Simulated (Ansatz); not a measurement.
# Ta: molecular dynamics, part 2 of 2

Purpose: to heat the crystal hard, then quench it. Runs: 190 steps of 2.25 fs under a Langevin thermostat at 3500 K; 289 steps of 2.25 fs under a Langevin thermostat, set from 2800 K to 300 K by a schedule. The start is the crystal (bcc), its volume scaled by 1.15.

Ansatz 0.2.0; DFT PBEsol, plane waves, PAW, scalar-relativistic, no spin polarisation.

## Step 8: The trajectory

One step in 15; energies are changes from step 0; msd is the mean square displacement from the start, the centre of mass held:

| time (fs) | T (K) | potential energy change (meV/atom) | msd Ta (Å²) |
| --- | --- | --- | --- |
| 0.0 | 2625 | 0.0 | 0.000 |
| 33.8 | 3152 | -18.8 | 0.034 |
| 67.5 | 3483 | -21.5 | 0.117 |
| 101.2 | 2685 | -13.3 | 0.213 |
| 135.0 | 1905 | -9.0 | 0.247 |
| 168.8 | 2549 | -111.5 | 0.251 |
| 202.5 | 2076 | -166.0 | 0.236 |
| 236.2 | 1400 | -203.8 | 0.230 |
| 270.0 | 1698 | -197.6 | 0.236 |
| 303.8 | 800 | -120.7 | 0.245 |
| 337.5 | 1312 | -203.8 | 0.216 |
| 371.2 | 923 | -257.9 | 0.194 |
| 405.0 | 735 | -286.8 | 0.184 |
| 438.8 | 830 | -308.9 | 0.186 |
| 472.5 | 539 | -335.8 | 0.198 |
| 506.2 | 524 | -355.7 | 0.191 |
| 540.0 | 326 | -354.9 | 0.183 |
| 573.8 | 383 | -361.2 | 0.175 |
| 607.5 | 243 | -369.2 | 0.168 |
| 641.2 | 303 | -381.5 | 0.161 |
| 650.2 | 351 | -382.4 | 0.160 |

time (fs), T (K) and a bar:
```
      0.0       2625 ######################
     29.2       2983 ##########################
     56.2       3441 ##############################
     85.5       2384 ####################
    112.5       2943 #########################
    141.8       1717 ##############
    168.8       2549 ######################
    198.0       1885 ###############
    227.2       1378 ###########
    254.2       2221 ###################
    283.5       1404 ###########
    310.5        799 #####
    339.8       1423 ###########
    366.8        923 ######
    396.0        903 ######
    423.0        814 #####
    452.2        656 ####
    481.5        560 ###
    508.5        539 ###
    537.8        321 #
    564.8        376 #
    594.0        244 
    621.0        288 
    650.2        351 #
```

Pair distribution over the second half of the run:

| r (Å) | g Ta–Ta |
| --- | --- |
| 0.68 | 0.00 |
| 0.84 | 0.00 |
| 1.00 | 0.00 |
| 1.16 | 0.00 |
| 1.32 | 0.00 |
| 1.48 | 0.00 |
| 1.64 | 0.00 |
| 1.80 | 0.00 |
| 1.96 | 0.00 |
| 2.12 | 0.00 |
| 2.28 | 0.00 |
| 2.44 | 0.00 |
| 2.60 | 0.11 |
| 2.76 | 1.13 |
| 2.92 | 3.86 |
| 3.08 | 3.69 |
| 3.24 | 1.72 |
| 3.40 | 2.17 |

First peaks of g(r) (not always the tallest), and, where a minimum follows, the mean number of second-named atoms round a first-named one up to the next minimum:

| pair | peak (Å) | height | minimum (Å) | neighbours |
| --- | --- | --- | --- | --- |
| Ta–Ta | 3.00 | 4.5 | - | - |

Maxima of the velocity power spectrum (cm⁻¹, relative height; resolution about 100 cm⁻¹): 130 (100).

## Step 9: Frames from the trajectory

Extended XYZ, with forces in eV/Å:

```xyz
16
Lattice="6.936 0.000 0.000 0.000 6.936 0.000 0.000 0.000 6.936" Properties=species:S:1:pos:R:3:forces:R:3 pbc="T T T" time_fs=108.0 T=2750 dE=-0.1435
Ta    0.077    0.022   -0.412    0.066    0.288    1.057
Ta    3.671    0.194    0.029   -1.109    0.425   -1.918
Ta    0.087    3.604    0.135   -0.963   -0.247   -0.932
Ta    0.766    0.088    3.258   -4.868   -0.822   -0.029
Ta    1.691    1.852    1.603    0.830    0.484   -0.232
Ta    3.489    3.378    0.206    0.168    0.970   -1.101
Ta    3.354    0.094    3.416    3.177   -1.279   -0.781
Ta    5.296    1.533    1.869    0.361    1.113   -0.944
Ta   -0.392    3.563    3.257    1.455    0.165    0.118
Ta    2.022    5.477    1.422   -1.533   -1.383   -0.015
Ta    2.048    1.764    4.786   -2.337    1.679    3.801
Ta    3.304    3.740    3.570    0.723   -1.491   -2.918
Ta    5.192    5.548    1.387    0.752   -1.569    1.682
Ta    5.033    1.935    5.260    0.816   -0.233   -0.784
Ta    1.612    5.151    5.049    0.321    0.067    1.161
Ta    4.890    4.965    5.093    2.141    1.833    1.833
16
Lattice="6.936 0.000 0.000 0.000 6.936 0.000 0.000 0.000 6.936" Properties=species:S:1:pos:R:3:forces:R:3 pbc="T T T" time_fs=216.0 T=1439 dE=-2.7928
Ta    0.164   -0.020   -0.125   -0.940    0.420    0.504
Ta    3.217    0.385    0.032    2.217   -2.130    1.252
Ta    0.063    3.198   -0.066   -1.995    2.709   -0.045
Ta    0.377    0.016    3.354   -2.207   -0.004    0.562
Ta    1.569    2.206    1.787    1.040   -1.832    0.505
Ta    3.670    3.683    0.186   -1.242   -0.974   -0.623
Ta    3.534    0.033    3.542   -0.426    0.374   -0.144
Ta    5.149    1.790    2.112    0.411    0.196   -1.544
Ta   -0.170    3.645    3.554    1.240   -0.635   -0.146
Ta    1.700    5.303    1.566    0.679   -0.368    0.695
Ta    1.712    1.691    5.365    0.235    1.313   -2.239
Ta    3.321    3.573    3.433    1.483    0.389    0.670
Ta    5.323    5.388    1.679   -0.241   -0.195    0.410
Ta    5.106    1.669    5.339    0.557    0.607   -0.644
Ta    1.916    5.362    5.099   -0.733   -0.808    0.754
Ta    5.190    5.101    5.243   -0.078    0.939    0.032
16
Lattice="6.936 0.000 0.000 0.000 6.936 0.000 0.000 0.000 6.936" Properties=species:S:1:pos:R:3:forces:R:3 pbc="T T T" time_fs=324.0 T=1084 dE=-2.5197
Ta    0.038    0.153   -0.030    0.184    0.012    0.431
Ta    3.586    0.166    0.280   -0.476   -0.547   -1.017
Ta    0.030    3.409   -0.196   -0.479    0.692    1.049
Ta    0.008    0.255    3.248    0.923   -0.196    2.327
Ta    1.646    2.045    1.782    0.675   -0.903   -0.536
Ta    3.856    3.720    0.266   -2.021   -1.105    0.282
Ta    3.542   -0.032    3.586   -0.536    0.720   -0.525
Ta    5.094    1.836    1.898    1.119    0.331   -0.323
Ta    0.180    3.632    3.801   -2.567   -0.959   -2.656
Ta    1.761    5.386    1.811   -0.113   -0.242   -0.296
Ta    1.733    1.749    4.966    0.038   -0.740    2.065
Ta    3.173    3.502    3.561    2.643    0.656   -0.560
Ta    5.498    5.568    1.936   -1.914   -1.881   -1.374
Ta    5.220    1.643    5.241   -0.295    0.811    0.340
Ta    1.729    5.122    5.095    1.296    2.387    2.225
Ta    5.010    5.230    5.481    1.522    0.964   -1.430
16
Lattice="6.936 0.000 0.000 0.000 6.936 0.000 0.000 0.000 6.936" Properties=species:S:1:pos:R:3:forces:R:3 pbc="T T T" time_fs=434.2 T=837 dE=-4.8733
Ta   -0.125    0.085   -0.022    1.724   -0.254    0.672
Ta    3.588    0.284    0.212    0.205   -1.567   -0.545
Ta    0.215    3.364   -0.074   -1.170    1.552    0.723
Ta    0.146    0.236    3.492   -0.607   -1.433    0.254
Ta    1.830    1.909    1.751   -0.215   -0.721    0.634
Ta    3.556    3.509    0.232   -0.181    0.478   -0.941
Ta    3.595    0.091    3.609   -0.358    0.085   -0.213
Ta    5.321    1.893    1.894   -0.473   -0.534   -0.899
Ta   -0.043    3.428    3.460    1.341    0.918    0.896
Ta    1.982    5.401    1.947   -0.935   -0.612   -0.876
Ta    1.741    1.681    5.348    0.568    0.624   -0.578
Ta    3.404    3.501    3.497    1.167    0.539    0.662
Ta    5.412    5.180    1.709   -0.751    0.553    0.597
Ta    5.303    1.694    5.309   -0.615    0.951   -0.525
Ta    1.811    5.287    5.211    0.037    0.062    0.164
Ta    5.212    5.333    5.280    0.265   -0.642   -0.024
16
Lattice="6.936 0.000 0.000 0.000 6.936 0.000 0.000 0.000 6.936" Properties=species:S:1:pos:R:3:forces:R:3 pbc="T T T" time_fs=542.2 T=324 dE=-5.6742
Ta    0.047   -0.069    0.040    0.728    0.964    0.469
Ta    3.613    0.102    0.083    0.009   -0.113   -0.026
Ta    0.207    3.573   -0.067   -0.381   -0.450    0.776
Ta    0.165    0.061    3.514   -0.138    0.075    0.069
Ta    1.823    1.784    1.744    0.259   -0.107    0.444
Ta    3.426    3.467   -0.069    1.208    0.465    0.931
Ta    3.629    0.041    3.586    0.057    0.207   -0.487
Ta    5.446    1.926    1.829   -0.578   -0.693   -0.314
Ta    0.091    3.508    3.521    0.576    0.288    0.038
Ta    1.879    5.328    1.721   -0.224   -0.498    0.374
Ta    2.009    1.760    5.228   -1.082    0.042   -0.225
Ta    3.628    3.639    3.540   -0.206   -0.674    0.029
Ta    5.244    5.045    1.677    0.298    1.246    0.537
Ta    5.456    1.803    5.361   -0.757   -0.211   -0.956
Ta    1.836    5.282    5.317    0.305    0.322   -0.925
Ta    5.319    5.366    5.336   -0.076   -0.860   -0.735
16
Lattice="6.936 0.000 0.000 0.000 6.936 0.000 0.000 0.000 6.936" Properties=species:S:1:pos:R:3:forces:R:3 pbc="T T T" time_fs=650.2 T=351 dE=-6.1185
Ta    0.261   -0.035    0.081   -0.925    0.818   -0.075
Ta    3.635   -0.015    0.071    0.032    0.503   -0.101
Ta    0.196    3.537    0.036   -0.382   -0.266    0.113
Ta    0.166    0.080    3.524   -0.046    0.001    0.050
Ta    1.865    1.910    1.742    0.219   -0.833    0.324
Ta    3.609    3.412    0.045    0.304    0.671   -0.051
Ta    3.611    0.121    3.467    0.158   -0.202    0.361
Ta    5.433    1.860    1.835   -0.424   -0.407   -0.219
Ta    0.158    3.658    3.491   -0.082   -0.714    0.312
Ta    1.887    5.237    1.684    0.199    0.133    0.790
Ta    1.953    1.773    5.247   -0.288    0.003   -0.102
Ta    3.612    3.562    3.475   -0.037   -0.308    0.447
Ta    5.245    5.208    1.852    0.762    0.431   -0.454
Ta    5.361    1.765    5.264    0.127    0.003   -0.183
Ta    1.789    5.279    5.356    0.902   -0.117   -0.885
Ta    5.429    5.224    5.307   -0.519    0.284   -0.329
```

Reading of run 2. Under a schedule from 2800 to 300 K over 650 fs, the atoms average 285 K over the last tenth of the run. Such a rate, of order 10^16 K/s, is far beyond any furnace or quench. Counted from the crystal's sites, with the common drift removed, the atoms stand 0.11 Å away over the last tenth of the run (root mean square), 4 % of the neighbour distance: under the 10 to 20 % at which crystals usually melt.

## Step 10: Summary of results

The summary covers parts 1 to 2.

| quantity | value |
| --- | --- |
| run 1: length | 190 steps of 2.25 fs |
| run 1: temperature, first and last step | 3281 and 3363 K |
| run 1: temperature, second half | mean 3134 K, from 2182 to 4834 K |
| run 1: potential energy, second half | +453 meV/atom from this run's first step |
| run 1: mean square displacement, second half | Ta 0.171 Å² |
| run 2: length | 289 steps of 2.25 fs |
| run 2: temperature, first and last step | 2625 and 351 K |
| run 2: temperature, second half | mean 633 K, from 220 to 1650 K |
| run 2: potential energy, second half | -322 meV/atom from this run's first step |
| run 2: mean square displacement, second half | Ta 0.186 Å² |

Mean temperatures of the second halves: 3134 K, 633 K. In the last run: counted from the crystal's sites, with the common drift removed, the atoms stand 0.11 Å away over the last tenth of the run (root mean square), 4 % of the neighbour distance: under the 10 to 20 % at which crystals usually melt. 650 fs on 16 atoms is far too short and small for converged averages. The settings are cheap ones for dynamics (low accuracy level or one k-point).
